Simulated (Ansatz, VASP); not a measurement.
## One calculation of AgBr, two programs

Contents of INCAR:

```
SYSTEM = AgBr
PREC = Accurate
ENCUT = 520
EDIFF = 1E-7
ISMEAR = 0
SIGMA = 0.02
LREAL = .FALSE.
LASPH = .TRUE.
NELM = 100
ALGO = Normal
ISIF = 2
LWAVE = .FALSE.
LCHARG = .FALSE.
GGA = PE
NBANDS = 16
```

KPOINTS

```
Automatic mesh
0
G
  8 8 8
  0 0 0
```

The input POSCAR:

```
AgBr
1.0
    0.0000000000      2.8312420250      2.8312420250
    2.8312420250      0.0000000000      2.8312420250
    2.8312420250      2.8312420250      0.0000000000
Ag Br
1 1
Direct
    0.0000000000      0.0000000000      0.0000000000
    0.5000000000      0.5000000000      0.5000000000
```

Input for Ansatz:

```yaml
crystal:
  lattice:
    - [0.0, 2.831242025, 2.831242025]
    - [2.831242025, 0.0, 2.831242025]
    - [2.831242025, 2.831242025, 0.0]
  atoms:
    - { symbol: Ag, position: [0.0, 0.0, 0.0] }
    - { symbol: Br, position: [0.5, 0.5, 0.5] }
basis:
  ecutwfc: 420
kpoints:
  mp_grid: { grid: [8, 8, 8] }
hamiltonian:
  xc: pbe
scf:
  occupations: { method: gaussian, width: 0.02 }
output:
  forces: true
  stress: true
  eigenvalues: true
  write_density: true
  write_potential: true
  elf: true
  volumetric_format: npy
```

Alike in both runs: task single point; functional PBE; k mesh 8 × 8 × 8; occupations gaussian, width 0.02 eV; no spin polarisation.

|  | VASP | Ansatz |
| --- | --- | --- |
| version | VASP 6.6.1 | Ansatz 0.2.0 |
| potentials or method | VASP PAW PBE potentials, release 64 (Ag, Br) | scalar-relativistic, plane waves, PAW |
| plane-wave cutoff (eV) | 520 | 420 |
| valence electrons in the cell | 18 | 26 |

|  | VASP | Ansatz | Ansatz less VASP |
| --- | --- | --- | --- |
| gap on the k mesh at the Fermi level (eV) | 0.67 | 0.67 | +0.001 |
| least direct gap on the mesh (eV) | 2.75 | 2.75 | +0.001 |
| pressure (GPa) | 4.6 | 4.6 | +0.06 |

The functional is the same, so the differences come from potentials, cutoffs and numerics. The two sets of potentials don't hold the same shells in valence.

A k mesh can miss the band edges.
